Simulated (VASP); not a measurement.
# Ru: relaxation of cell and atoms with vdW-DF-cx

Ru:

```xyz
2
Lattice="2.7058 0.0000 0.0000 -1.3529 2.3433 0.0000 0.0000 0.0000 4.2819" Properties=species:S:1:pos:R:3 pbc="T T T"
Ru    1.3529    0.7811    3.2114
Ru    0.0000    1.5622    1.0705
```

```yaml
Program: VASP 6.6.1
Task: relaxation of cell and atoms
Functional: vdW-DF-cx
Potentials_or_basis: VASP PAW PBE potentials, release 64 (Ru_pv)
Cutoff: 600 eV
k_mesh: 11 × 11 × 6
Occupations: fermi-dirac, width 0.05 eV
Spin: no spin polarisation
Further_INCAR_settings: ALGO = Fast; EDIFF = 1e-06; IBRION = 2; EDIFFG = -0.01; NSW = 60; ISIF = 3
```

```yaml
Relaxed_volume: 13.41 Å³/atom
Relaxed_cell: a = 2.695 Å, b = 2.695 Å, c = 4.263 Å, α = 90.00°, β = 90.00°, γ = 120.00°
Space_group_after_relaxing_to_0.05_Å: P6_3/mmc (No. 194)
Energy_gained_by_relaxing: 2.5 meV/atom
Ionic_steps: 3
Pressure_after_relaxing: 0.0 GPa
Band_gap_on_the_k_mesh: none (metal or under the smearing width)
```

Stress tensor (GPa, compression positive):
```
-0.07  0.00  0.00
 0.00 -0.07  0.00
 0.00  0.00  0.10
```

The path:
| step | energy change (eV) | largest force (eV/Å) | pressure (GPa) | volume (Å³) |
| --- | --- | --- | --- | --- |
| 1 | 0.0000 | 0.0000 | -4.37 | 27.15 |
| 2 | 0.0450 | 0.0000 | 15.03 | 25.72 |
| 3 | -0.0050 | 0.0000 | -0.01 | 26.81 |

Final structure:
```xyz
2
Lattice="2.6947 0.0000 0.0000 -1.3473 2.3337 0.0000 0.0000 0.0000 4.2633" Properties=species:S:1:pos:R:3 pbc="T T T"
Ru    1.3473    0.7779    3.1975
Ru    0.0000    1.5558    1.0658
```

Levels at points of the mesh, in eV from the Fermi level:
| k point | band 10 | band 11 | band 12 | band 13 | band 14 | band 15 | band 16 | band 17 | band 18 |
| --- | --- | --- | --- | --- | --- | --- | --- | --- | --- |
| (0.00, 0.00, 0.00) | -2.58 | -2.40 | -1.89 | -1.89 | -1.35 | -1.35 | 1.28 | 1.28 | 1.39 |
| (0.00, 0.00, 0.50) | -2.75 | -2.75 | -2.75 | -2.69 | -2.69 | 0.63 | 0.63 | 0.63 | 0.63 |

Wall time 82 s on 1 thread of Intel(R) Xeon(R) 6975P-C (Granite Rapids), with other jobs on the host, peak memory 0.33 GiB.

Caveat: the PAW data sets were made with another functional, which shifts forces and pressure a little.
